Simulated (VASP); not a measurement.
# VASP 6.6.1 run: Ge

INCAR

```
SIGMA = 0.02
NELM = 52
NBANDS = 21
EDIFF = 1E-7
GGA = RP
LWAVE = .FALSE.
ISMEAR = -1
LCHARG = .FALSE.
ADDGRID = .TRUE.
LREAL = .FALSE.
ISIF = 2
PREC = Accurate
IBRION = -1
NSW = 0
ENCUT = 520
LASPH = .TRUE.
```

KPOINTS

```
KPOINTS created by Atomic Simulation Environment
0
Monkhorst-Pack
8 8 8
0 0 0
```

POSCAR

```
Ge
 1.0000000000000000
     0.0000000000000000    2.8368735120999999    2.7801360418000001
     2.8368735120999999    0.0000000000000000    2.7801360418000001
     2.8368735120999999    2.8368735120999999    0.0000000000000000
 Ge
   2
Cartesian
  0.0000000000000000  0.0000000000000000  0.0000000000000000
  1.4184367560500000  1.4184367560500000  1.3900680209000000
```

The recommended PBE PAW datasets give the neutral cell 28 valence electrons.

Command

```
mpirun -np 1 vasp_std
```

OSZICAR

```
N       E                     dE             d eps       ncg     rms          rms(c)
DAV:   1     0.188168424805E+03    0.18817E+03   -0.14536E+04  6873   0.368E+03
DAV:   2     0.189825588629E+02   -0.16919E+03   -0.16376E+03  6078   0.625E+02
DAV:   3    -0.745778286394E+01   -0.26440E+02   -0.26271E+02  6933   0.142E+02
DAV:   4    -0.833145739092E+01   -0.87367E+00   -0.87324E+00  6823   0.302E+01
DAV:   5    -0.834588592464E+01   -0.14429E-01   -0.14428E-01  6886   0.427E+00    0.345E+00
DAV:   6    -0.830029986508E+01    0.45586E-01   -0.20619E-02  6998   0.146E+00    0.205E+00
DAV:   7    -0.828228040305E+01    0.18019E-01   -0.47033E-02  6904   0.206E+00    0.172E-01
DAV:   8    -0.828514152779E+01   -0.28611E-02   -0.69694E-03  6968   0.971E-01    0.415E-02
DAV:   9    -0.828544426627E+01   -0.30274E-03   -0.39179E-04  6838   0.219E-01    0.189E-02
DAV:  10    -0.828552521412E+01   -0.80948E-04   -0.14828E-04  6703   0.110E-01    0.743E-03
DAV:  11    -0.828553181303E+01   -0.65989E-05   -0.24183E-05  6841   0.673E-02    0.194E-03
DAV:  12    -0.828553186331E+01   -0.50282E-07   -0.63350E-07  6981   0.127E-02
   1 F= -.82855319E+01 E0= -.82855317E+01  d E =-.279660E-06
```

Standard output (part)

```
POSCAR found type information on POSCAR Ge
 POSCAR found :  1 types and       2 ions
 LDA part: xc-table for (Slater+PW92), standard interpolation
 POSCAR, INCAR and KPOINTS ok, starting setup
 WAVECAR not read
 entering main loop
```

From OUTCAR

```
k-points           NKPTS =    144   k-points in BZ     NKDIM =    144   number of bands    NBANDS=     21

   NELECT =      28.0000    total number of electrons

   dimension x,y,z NGX =    30 NGY =   30 NGZ =   30
   dimension x,y,z NGXF=    60 NGYF=   60 NGZF=   60

  energy-cutoff  :      520.00
  volume of cell :       44.75
      direct lattice vectors                 reciprocal lattice vectors
     0.000000000  2.836873512  2.780136042    -0.176250368  0.176250368  0.179847314
     2.836873512  0.000000000  2.780136042     0.176250368 -0.176250368  0.179847314
     2.836873512  2.836873512  0.000000000     0.176250368  0.176250368 -0.179847314

 k-points in reciprocal lattice and weights: KPOINTS created by Atomic Simulation Env
   0.06250000  0.06250000  0.06250000       0.004
   0.18750000  0.06250000  0.06250000       0.008
   0.31250000  0.06250000  0.06250000       0.008
   0.43750000  0.06250000  0.06250000       0.008
  -0.43750000  0.06250000  0.06250000       0.008
  -0.31250000  0.06250000  0.06250000       0.008
  -0.18750000  0.06250000  0.06250000       0.008
  -0.06250000  0.06250000  0.06250000       0.008
   ...

 E-fermi :   5.3587

 k-point     1 :       0.0625    0.0625    0.0625
  band No.  band energies     occupation
      1     -19.6461      2.00000
      2     -19.6421      2.00000
      3     -19.6396      2.00000
      4     -19.6016      2.00000
      5     -19.5999      2.00000
      6     -19.3946      2.00000
      7     -19.3945      2.00000
      8     -19.3866      2.00000
      9     -19.3713      2.00000
     10     -19.3686      2.00000
     11      -7.5656      2.00000
     12       4.1592      2.00000
     13       5.0638      2.00000
     14       5.1714      1.99983
     15       6.1904      0.00000
     16       7.8671      0.00000
     17       7.9528      0.00000
     18       8.0358      0.00000
     19      12.1261      0.00000
     20      14.1498      0.00000
     21      14.4805      0.00000

 k-point     2 :       0.1875    0.0625    0.0625
  band No.  band energies     occupation
      1     -19.6561      2.00000
      2     -19.6477      2.00000
      3     -19.6380      2.00000
      4     -19.5915      2.00000
      5     -19.5835      2.00000
      6     -19.4122      2.00000
      7     -19.4016      2.00000
      8     -19.3854      2.00000
      9     -19.3693      2.00000
     10     -19.3560      2.00000
     11      -7.3087      2.00000
     12       2.3883      2.00000
     13       4.1565      2.00000
     14       4.9848      2.00000
     15       6.7113      0.00000
     16       8.1420      0.00000
     17       8.3760      0.00000
     18       9.4808      0.00000
     19      13.1821      0.00000
     20      13.2676      0.00000
     21      13.9638      0.00000

 ...

  Total        1.6210153      1.6210153      2.0128998      0.0000000      0.0000000      0.0000000
  in kB       58.0392381     58.0392381     72.0703702      0.0000000      0.0000000      0.0000000
  external PRESSURE =      62.7162821 kB  Pullay stress =       0.0000000 kB

 POSITION                                       TOTAL-FORCE (eV/Angst)
 -----------------------------------------------------------------------------------
      0.00000      0.00000      0.00000        -0.000000     -0.000000      0.000000
      1.41844      1.41844      1.39007         0.000000      0.000000     -0.000000
 -----------------------------------------------------------------------------------
    total drift:                                0.000000      0.000000      0.000000

  FREE ENERGIE OF THE ION-ELECTRON SYSTEM (eV)
  ---------------------------------------------------
  free  energy   TOTEN  =        -8.2855318633 eV

  energy  without entropy=       -8.2855315837  energy(sigma->0) =       -8.28553172
```

It converged. Results: gap between bands v and c on the k mesh 0.37 eV; least direct gap on the k mesh 1.02 eV; pressure 6.3 GPa. Band v is the last that the valence electrons fill when counted band by band, and c is the next.

The shifted mesh misses Γ, so a band edge there is missed.

For comparison, a separate PBE run of the intended cell, on usual settings and not on those above, gives a gap of 0.04 eV on its mesh and a pressure of 4.4 GPa.

The run above took about 91 s on one core of a shared host (Intel Xeon Platinum 8488C) and held 0.32 GiB at most.
